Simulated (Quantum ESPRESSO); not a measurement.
**Rh in Quantum ESPRESSO: the effect of target pressure**

Rh:

```
CELL_PARAMETERS angstrom
0.00000 1.89785 1.89785
1.89785 0.00000 1.89785
1.89785 1.89785 0.00000
ATOMIC_POSITIONS crystal
Rh 0.00000 0.00000 0.00000
```

Alike in all runs:

```yaml
Program: Quantum ESPRESSO 7.5
Task: phonons
Functional: LDA
Potentials_or_basis: GBRV 1.5 LDA
Cutoff: 612 eV
Density_cutoff: 4898 eV
k_mesh: 12 × 12 × 12
Occupations: cold, width 0.2 eV
Spin: no spin polarisation
```

Each run relaxes the cell or the atoms first.

```csv
target pressure,relaxed volume (Å³/atom),highest phonon frequency (cm⁻¹)
0 GPa,13.26,263
2 GPa,?,?
5 GPa,13.06,273
10 GPa,12.88,283
15 GPa,12.71,293
```

Question: What does the run with target pressure 2 GPa give?

Answer: Relaxed volume 13.17 Å³/atom; highest phonon frequency 267 cm⁻¹.

Worked out: In Murnaghan's law V^(-B') rises as a straight line in P. The other rows fit best with B' = 4.8, V0 = 13.26 Å³/atom and B0 = 320 GPa, which gives 13.18 Å³/atom at 2 GPa, against the run's 13.17. A straight line through the other rows of the highest phonon frequency, of slope 2 cm⁻¹ per GPa, gives 267 cm⁻¹, against the run's 267.

Caveats: the cell is more than 3 GPa from zero pressure, which shifts response properties (some runs).
